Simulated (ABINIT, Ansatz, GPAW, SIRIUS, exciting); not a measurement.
## One calculation of As, 6 ways

```xyz
1
Lattice="2.7100 -0.0174 -0.0119 -0.0174 2.7297 0.0333 -0.0119 0.0333 2.6722" Properties=species:S:1:pos:R:3 pbc="T T T"
As    1.2979    1.3880    1.3375
```

This isn't the form of As at room conditions, which is rhombohedral.

The given cell was strained at random by a few per cent at fixed volume.

Alike in all runs: task single point; functional PBEsol; k mesh 10 × 10 × 10; occupations fermi-dirac, width 0.05 eV; no spin polarisation; no spin-orbit coupling. Pressure is positive in compression and, in plane waves, holds the error of the finite cutoff, which Ansatz's Pulay term estimates and takes out.

| program and potentials | plane-wave cutoff (eV) | notes | band gap (eV) | pressure (GPa) | energy over the undisturbed cell (meV/atom) |
| --- | --- | --- | --- | --- | --- |
| Ansatz, Ansatz PAW | 420 | potentials made for PBE, which Ansatz adapts in part; 15 valence electrons an atom on average; Pulay term of +0.03 GPa included | no gap | -1.52 | 3.77 |
| exciting, all-electron LAPW+lo, shipped species files, valence relativity iora* | - | - | no gap | - | 3.84 |
| ABINIT, PseudoDojo NC SR PBEsol v0.4.1 standard | 1143 | 15 valence electrons an atom on average | no gap | -1.49 | 3.80 |
| SIRIUS, PseudoDojo 0.4.1 PBEsol standard (scalar relativistic) | 1152 | 15 valence electrons an atom on average | no gap | -1.48 | 3.79 |
| GPAW, PAW data sets generated for this functional | 600 | 5 valence electrons an atom on average | no gap | -1.44 | 3.81 |
| Ansatz, all-electron LAPW, scalar-relativistic | - | - | no gap | -1.51 | - |

None finds a gap. The pressure spans -1.52 (Ansatz, Ansatz PAW) to -1.44 GPa (GPAW, PAW data sets generated for this functional), with all-electron results at -1.51.

The functional is the same throughout but for its coding, so the spread measures potentials, basis and numerics; runs on potential files found faulty are left out.

The absence of a gap fits the bonding in this nearly simple cubic cell. Arsenic has three p electrons per atom, which half-fill the p bands and are shared among six similar neighbour contacts. In the rhombohedral form, a Peierls-like distortion splits these contacts into short and long ones and depletes the states near the Fermi level, leaving a semimetal. With one atom per cell, that alternation cannot occur, whatever the strain.

The negative pressure means that the cell would tend to contract, although the simple cubic phase is known experimentally as a high-pressure form. The strain energy, 3.77 to 3.84 meV/atom, hardly depends on the potentials. GPAW, with 5 valence electrons, gives the least negative pressure but an energy within the range of the others, so freezing the 3d shell probably matters little here, as expected for a deep, filled shell. The positive strain energy shows resistance to this one homogeneous deformation, not stability against the cell-doubling displacement that leads towards the rhombohedral structure.
